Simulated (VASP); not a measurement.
# Co (P6_3/mmc) in VASP: a series of runs

Aim: see how the results for Co move with the level of theory and the settings. Levels: LDA, PBE. Tasks: single point.

Program: VASP 6.6.1. These are calculated values, not measurements. Logs are shortened: lines on timing, memory, paths and dates and some standing lists are left out, and cuts for length are marked.

## (1) The undisturbed crystal

The structure is hexagonal, space group P6_3/mmc (No. 194). Conventional cell: a = 2.472 Å, b = 2.472 Å, c = 4.021 Å, α = 90.00°, β = 90.00°, γ = 120.00°. Around Co (site symmetry -6m2) lie 12 Co at 2.47 Å.

## (2) Single point, LDA, collinear spin, ferromagnetic start (grid = ENCUT=520 dk=0.35 cell=2x2x2 ISMEAR=1 SIGMA=0.1 LREAL=Auto EDIFF=1e-06)

The input, INCAR:

```
  ALGO = Fast
  EDIFF = 1E-6
  ENCUT = 520
  GGA = CA
  ISIF = 2
  ISMEAR = 1
  ISPIN = 2
  LASPH = True
  LCHARG = False
  LMAXMIX = 4
  LORBIT = 11
  LREAL = Auto
  LWAVE = False
  MAGMOM = 2 2 2 2 2 2 2 2 2 2 2 2 2 2 2 2
  NBANDS = 87
  NELM = 120
  PREC = Accurate
  SIGMA = 0.1
```

The input, KPOINTS:

```
k-points
0
Gamma
  5 5 3
```

The input, POSCAR:

```
Co
1.0
    4.9439998064      0.0000000000      0.0000000000
   -2.4719999032      4.2816294286      0.0000000000
    0.0000000000      0.0000000000      8.0422881600
Co
16
Direct
    0.3333333334      0.1666666666      0.3750000000
    0.3333333334      0.1666666666      0.8750000000
    0.3333333334      0.6666666666      0.3750000000
    0.3333333334      0.6666666666      0.8750000000
    0.8333333333      0.1666666666      0.3750000000
    0.8333333333      0.1666666666      0.8750000000
    0.8333333333      0.6666666666      0.3750000000
    0.8333333333      0.6666666666      0.8750000000
    0.1666666666      0.3333333334      0.1250000000
    0.1666666666      0.3333333334      0.6250000000
    0.1666666666      0.8333333333      0.1250000000
    0.1666666666      0.8333333333      0.6250000000
    0.6666666666      0.3333333334      0.1250000000
    0.6666666666      0.3333333334      0.6250000000
    0.6666666666      0.8333333333      0.1250000000
    0.6666666666      0.8333333333      0.6250000000
```

Potentials or basis: VASP PAW LDA potentials, release 64 (Co).

Launch:

```
$ cat potpaw_LDA.64/Co/POTCAR > POTCAR
$ mpirun -np 1 vasp_std > vasp.out
```

OUTCAR:

```text
EDIFF = 1E-6
   ENCUT = 520
   GGA = CA
   ISIF = 2
   ISMEAR = 1
   ISPIN = 2
   LASPH = True
   LORBIT = 11
   LREAL = Auto
   NELM = 120
   PREC = Accurate

 Found     10 irreducible k-points:

 Following reciprocal coordinates:
            Coordinates               Weight
  0.000000  0.000000  0.000000      1.000000
  0.200000  0.000000  0.000000      6.000000
  0.400000  0.000000  0.000000      6.000000
  0.200000  0.200000  0.000000      6.000000
  0.400000  0.200000  0.000000      6.000000
  0.000000  0.000000  0.333333      2.000000
   k-points           NKPTS =     10   k-points in BZ     NKDIM =     10   number of bands    NBANDS=     87
   number of dos      NEDOS =    301   number of ions     NIONS =     16
   total plane-waves  NPLWV =  96000
   dimension x,y,z NGX =    40 NGY =   40 NGZ =   60
   dimension x,y,z NGXF=    80 NGYF=   80 NGZF=  120
   ions per type =              16
   NGX,Y,Z   is equivalent  to a cutoff of  13.45, 13.45, 12.40 a.u.
   NGXF,Y,Z  is equivalent  to a cutoff of  26.90, 26.90, 24.81 a.u.
 SYSTEM =  unknown system
   PREC   = accura    normal or accurate (medium, high low for compatibility)
   ISTART =      0    job   : 0-new  1-cont  2-samecut
   ICHARG =      2    charge: 1-file 2-atom 10-const
   ISPIN  =      2    spin polarized calculation?
   LNONCOLLINEAR =      F non collinear calculations
   LSORBIT =      F    spin-orbit coupling
   LASPH  =      T    aspherical Exc in radial PAW
   ENCUT  =  520.0 eV  38.22 Ry    6.18 a.u.   9.19  9.19 14.95*2*pi/ulx,y,z
   NELM   =    120;   NELMIN=  2; NELMDL= -5     # of ELM steps
   EDIFF  = 0.1E-05   stopping-criterion for ELM
   LREAL  =      T    real-space projection
   EDIFFG = 0.1E-04   stopping-criterion for IOM
   NSW    =      0    number of steps for IOM
   IBRION =     -1    ionic relax: 0-MD 1-quasi-New 2-CG
   NFREE  =      0    steps in history (QN), initial steepest desc. (CG)
   ISIF   =      2    stress and relaxation
   ISYM   =      2    0-nonsym 1-usesym 2-fastsym
   POTIM  = 0.5000    time-step for ionic-motion
   TEBEG  =    0.0;   TEEND  =   0.0 temperature during run
   PSTRESS=    0.0 pullay stress
   NELECT =     144.0000    total number of electrons
   NUPDOWN=      -1.0000    fix difference up-down
   EMIN   =  10.00;   EMAX   =-10.00  energy-range for DOS
   EFERMI =   0.00;   METHOD = LEGACY
   ISMEAR =     1;   SIGMA  =   0.10  broadening in eV -4-tet -1-fermi 0-gaus
   EFERMI_NEDOS =   21; number of points for ismear=-14 and -15
   IALGO  =     68    algorithm
   IMIX   =      4    mixing-type and parameters
     AMIX     =   0.40;   BMIX     =  1.00
     AMIX_MAG =   1.60;   BMIX_MAG =  1.00
  volume/ion in A,a.u.               =      10.64        71.80
  Fermi-wavevector in a.u.,A,eV,Ry     =   1.548246  2.925761 32.614055  2.397065
  Thomas-Fermi vector in A             =   2.653224
   LORBIT       =     11    0 simple, 1 ext, 2 COOP (PROOUT), +10 PAW based schemes
   GGA     = CA    functional components
   LHFCALC =     F    Hartree Fock is set to
   AEXX    =    0.0000 exact exchange contribution
[... 25 lines left out ...]
 val. band max:       10.1120235652   @ k =   0.4000   0.0000   0.3333
 cond. band min:      10.1274932989   @ k =   0.0000   0.0000   0.3333
 fundamental gap:      0.0154697337
 Fermi energy:        10.1152991252

 spin component 1

 k-point     1 :       0.0000    0.0000    0.0000
  band No.  band energies     occupation
      1       1.1643      1.00000
      2       3.4216      1.00000
      3       3.4216      1.00000
      4       5.0310      1.00000
      5       5.2083      1.00000
      6       5.2083      1.00000
[... 511 lines left out ...]
     83       9.8606      1.00094
     84       9.8606      1.00094

 [... further k-points ...]

 spin component 2

 k-point     1 :       0.0000    0.0000    0.0000
  band No.  band energies     occupation
      1       1.3463      1.00000
      2       3.6639      1.00000
      3       3.6639      1.00000
      4       5.9204      1.00000
      5       6.1452      1.00000
      6       6.1452      1.00000
[... 511 lines left out ...]
     83      11.4854     -0.00000
     84      11.4854     -0.00000

 [... further k-points ...]

 [bands above 84 left out]

------------------------ aborting loop because EDIFF is reached ----------------------------------------

  FORCE on cell =-STRESS in cart. coord.  units (eV):
  Direction    XX          YY          ZZ          XY          YZ          ZX
  --------------------------------------------------------------------------------------
  -------------------------------------------------------------------------------------
  Total      -14.9820577    -14.9820577    -18.3910411     -0.0000000      0.0000000     -0.0000000
  in kB     -140.9986314   -140.9986314   -173.0811396     -0.0000000      0.0000000     -0.0000000
  external PRESSURE =    -151.6928008 kB  Pullay stress =       0.0000000 kB

 VOLUME and BASIS-vectors are now :
 -----------------------------------------------------------------------------
  energy-cutoff  :      520.00
  volume of cell :      170.24
      direct lattice vectors                 reciprocal lattice vectors
     4.943999806  0.000000000  0.000000000     0.202265380  0.116777972  0.000000000
    -2.471999903  4.281629429  0.000000000     0.000000000  0.233555943  0.000000000
     0.000000000  0.000000000  8.042288160     0.000000000  0.000000000  0.124342722

 POSITION                                       TOTAL-FORCE (eV/Angst)
 -----------------------------------------------------------------------------------
      1.23600      0.71360      3.01586         0.000000     -0.000000      0.000000
      1.23600      0.71360      7.03700         0.000000      0.000000     -0.000000
      0.00000      2.85442      3.01586        -0.000000      0.000000      0.000000
      0.00000      2.85442      7.03700         0.000000     -0.000000      0.000000
      3.70800      0.71360      3.01586         0.000000     -0.000000     -0.000000
      3.70800      0.71360      7.03700         0.000000     -0.000000      0.000000
[... 8 lines left out ...]
      1.23600      3.56802      1.00529        -0.000000      0.000000     -0.000000
      1.23600      3.56802      5.02643        -0.000000      0.000000      0.000000
 -----------------------------------------------------------------------------------
    total drift:                               -0.000000     -0.000000      0.000000

  FREE ENERGIE OF THE ION-ELECTRON SYSTEM (eV)
  ---------------------------------------------------
  free  energy   TOTEN  =      -129.3979578683 eV

  energy  without entropy=     -129.3845358022  energy(sigma->0) =     -129.39348385

 total charge

# of ion       s       p       d       tot
------------------------------------------
    1        0.496   0.533   7.291   8.320
    2        0.496   0.533   7.291   8.320
    3        0.496   0.533   7.291   8.320
    4        0.496   0.533   7.291   8.320
    5        0.496   0.533   7.291   8.320
    6        0.496   0.533   7.291   8.320
[... 8 lines left out ...]
   15        0.496   0.533   7.291   8.320
   16        0.496   0.533   7.291   8.320
--------------------------------------------------
tot          7.939   8.533 116.651 133.123

 magnetization (x)

# of ion       s       p       d       tot
------------------------------------------
    1       -0.012  -0.037   1.591   1.542
    2       -0.012  -0.037   1.591   1.542
    3       -0.012  -0.037   1.591   1.542
    4       -0.012  -0.037   1.591   1.542
    5       -0.012  -0.037   1.591   1.542
    6       -0.012  -0.037   1.591   1.542
[... 8 lines left out ...]
   15       -0.012  -0.037   1.591   1.542
   16       -0.012  -0.037   1.591   1.542
--------------------------------------------------
tot         -0.199  -0.592  25.464  24.673
```

Wall time 16 min (1 thread of Intel Xeon Platinum 8259CL at 2.50GHz (Skylake/Cascade Lake), shared host); peak memory 0.37 GiB.

These settings aren't checked as converged: the numbers below hold their error.

What came out:

```yaml
Free_energy: -129.3980 eV
Pressure: -15.2 GPa
Net_moment: 24.66 μB per cell
Site_moments: Co +1.54 μB
Valence_electrons_inside_the_program's_atomic_spheres: Co 8.32
```

Caveat: the bands computed are all filled at some k points, so no gap is given.

## (3) Single point, LDA, collinear spin, ferromagnetic start (grid = ENCUT=400 dk=0.27 cell=2x2x2 ISMEAR=1 SIGMA=0.1 LREAL=Auto EDIFF=1e-06)

INCAR: that of step 2 with these lines changed.

```diff
@@ -2,3 +2,3 @@
   EDIFF = 1E-6
-  ENCUT = 520
+  ENCUT = 400
   GGA = CA
```

The input, KPOINTS:

```
k-points
0
Gamma
  6 6 3
```

POSCAR is that of step 2.

Potentials or basis: VASP PAW LDA potentials, release 64 (Co).

Launch:

```
$ cat potpaw_LDA.64/Co/POTCAR > POTCAR
$ mpirun -np 1 vasp_std > vasp.out
```

Wall time 15 min (1 thread of Intel Xeon Platinum 8259CL at 2.50GHz (Skylake/Cascade Lake), shared host); peak memory 0.34 GiB.

These settings aren't checked as converged: the numbers below hold their error.

What came out:

- Free energy: -129.4441 eV
- Pressure: -16.8 GPa
- Band gap on the k mesh: none (metal or under the smearing width)
- Net moment: 23.55 μB per cell
- Site moments: Co +1.48 μB
- Valence electrons inside the program's atomic spheres: Co 8.32

## (4) Single point, LDA, collinear spin, ferromagnetic start (grid = ENCUT=650 dk=0.35 cell=2x2x2 ISMEAR=1 SIGMA=0.1 LREAL=Auto EDIFF=1e-06)

INCAR: that of step 3 with these lines changed.

```diff
@@ -2,3 +2,3 @@
   EDIFF = 1E-6
-  ENCUT = 400
+  ENCUT = 650
   GGA = CA
```

The input, KPOINTS:

```
k-points
0
Gamma
  5 5 3
```

POSCAR is that of step 3.

Launch:

```
$ cat potpaw_LDA.64/Co/POTCAR > POTCAR
$ mpirun -np 1 vasp_std > vasp.out
```

Run time: 22 min. Hardware: 1 thread of Intel Xeon Platinum 8259CL at 2.50GHz (Skylake/Cascade Lake), shared host; peak memory 0.45 GiB.

The run converged, but some of its settings lie outside the range that counts as converged, so its numbers aren't taken as properties of the crystal.

Results:

| Quantity | Value |
| --- | --- |
| Free energy | -129.3955 eV |
| Pressure | -15.3 GPa |
| Net moment | 24.66 μB per cell |
| Site moments | Co +1.54 μB |
| Valence electrons inside the program's atomic spheres | Co 8.32 |

Caveat: the bands computed are all filled at some k points, so no gap is given.

## (5) Single point, PBE, collinear spin, ferromagnetic start (grid = ENCUT=400 dk=0.6 cell=3x3x3 ISMEAR=1 SIGMA=0.1 LREAL=Auto EDIFF=1e-06)

The input, INCAR:

```
PREC = Accurate
ENCUT = 400
EDIFF = 1E-6
ISMEAR = 1
SIGMA = 0.1
LREAL = Auto
LASPH = T
NELM = 120
ALGO = Fast
ISIF = 2
LWAVE = F
LCHARG = F
ISPIN = 2
MAGMOM = 2 2 2 2 2 2 2 2 2 2 2 2 2 2 2 2 2 2 2 2 2 2 2 2 2 2 2 2 2 2 2 2 2 2 2 2 2 2 2 2 2 2 2 2 2 2 2 2 2 2 2 2 2 2
LORBIT = 11
LMAXMIX = 4
GGA = PE
NBANDS = 296
NCORE = 1
KPAR = 2
```

The input, KPOINTS:

```
Automatic mesh
0
Gamma
  2 2 1
```

The input, POSCAR:

```
Co
1.0
    7.4159997096      0.0000000000      0.0000000000
   -3.7079998548      6.4224441429      0.0000000000
    0.0000000000      0.0000000000     12.0634322400
Co
54
Direct
    0.2222222222      0.1111111111      0.2500000000
    0.2222222222      0.1111111111      0.5833333333
    0.2222222222      0.1111111111      0.9166666667
    0.2222222222      0.4444444444      0.2500000000
    0.2222222222      0.4444444444      0.5833333333
    0.2222222222      0.4444444444      0.9166666667
    0.2222222222      0.7777777778      0.2500000000
    0.2222222222      0.7777777778      0.5833333333
    0.2222222222      0.7777777778      0.9166666667
    0.5555555556      0.1111111111      0.2500000000
    0.5555555556      0.1111111111      0.5833333333
    0.5555555556      0.1111111111      0.9166666667
    0.5555555556      0.4444444444      0.2500000000
    0.5555555556      0.4444444444      0.5833333333
    0.5555555556      0.4444444444      0.9166666667
    0.5555555556      0.7777777778      0.2500000000
    0.5555555556      0.7777777778      0.5833333333
    0.5555555556      0.7777777778      0.9166666667
    0.8888888889      0.1111111111      0.2500000000
    0.8888888889      0.1111111111      0.5833333333
    0.8888888889      0.1111111111      0.9166666667
    0.8888888889      0.4444444444      0.2500000000
    0.8888888889      0.4444444444      0.5833333333
    0.8888888889      0.4444444444      0.9166666667
    0.8888888889      0.7777777778      0.2500000000
    0.8888888889      0.7777777778      0.5833333333
    0.8888888889      0.7777777778      0.9166666667
    0.1111111111      0.2222222222      0.0833333333
    0.1111111111      0.2222222222      0.4166666667
    0.1111111111      0.2222222222      0.7500000000
    0.1111111111      0.5555555556      0.0833333333
    0.1111111111      0.5555555556      0.4166666667
    0.1111111111      0.5555555556      0.7500000000
    0.1111111111      0.8888888889      0.0833333333
    0.1111111111      0.8888888889      0.4166666667
    0.1111111111      0.8888888889      0.7500000000
    0.4444444444      0.2222222222      0.0833333333
    0.4444444444      0.2222222222      0.4166666667
    0.4444444444      0.2222222222      0.7500000000
    0.4444444444      0.5555555556      0.0833333333
    0.4444444444      0.5555555556      0.4166666667
    0.4444444444      0.5555555556      0.7500000000
    0.4444444444      0.8888888889      0.0833333333
    0.4444444444      0.8888888889      0.4166666667
    0.4444444444      0.8888888889      0.7500000000
    0.7777777778      0.2222222222      0.0833333333
    0.7777777778      0.2222222222      0.4166666667
    0.7777777778      0.2222222222      0.7500000000
    0.7777777778      0.5555555556      0.0833333333
    0.7777777778      0.5555555556      0.4166666667
    0.7777777778      0.5555555556      0.7500000000
    0.7777777778      0.8888888889      0.0833333333
    0.7777777778      0.8888888889      0.4166666667
    0.7777777778      0.8888888889      0.7500000000
```

Potentials or basis: VASP PAW PBE potentials, release 64 (Co).

Launch:

```
$ cat potpaw_PBE.64/Co/POTCAR > POTCAR
$ mpirun -np 4 vasp_std > vasp.out
```

Wall time 9.3 min (4 MPI ranks of AMD EPYC 7R43 (Zen 3), shared host); peak memory 0.48 GiB.

The run converged, but some of its settings lie outside the range that counts as converged, so its numbers aren't taken as properties of the crystal.

Results:

```
Free energy                                           : -381.7515 eV
Pressure                                              : 3.2 GPa
Net moment                                            : 88.00 μB per cell
Site moments                                          : Co +1.65 μB
Valence electrons inside the program's atomic spheres : Co 8.31
```

Caveat: the k mesh is coarse (spacing up to 0.52 Å⁻¹), so the values aren't converged; the bands computed are all filled at some k points, so no gap is given.

## (6) For comparison

An earlier run on the cell as given: functional PBE; potentials or basis VASP PAW PBE potentials, release 64 (Co); cutoff 520 eV; k mesh 12 × 12 × 7; occupations fermi-dirac, width 0.05 eV; collinear spin, ferromagnetic start; starting moments [2.0, 2.0] μB.

- Pressure: 3.9 GPa
- Band gap on the k mesh: none (metal or under the smearing width)
- Net moment: 3.19 μB per cell
- Site moments: Co +1.61 μB
- Valence electrons inside the program's atomic spheres: Co 8.31
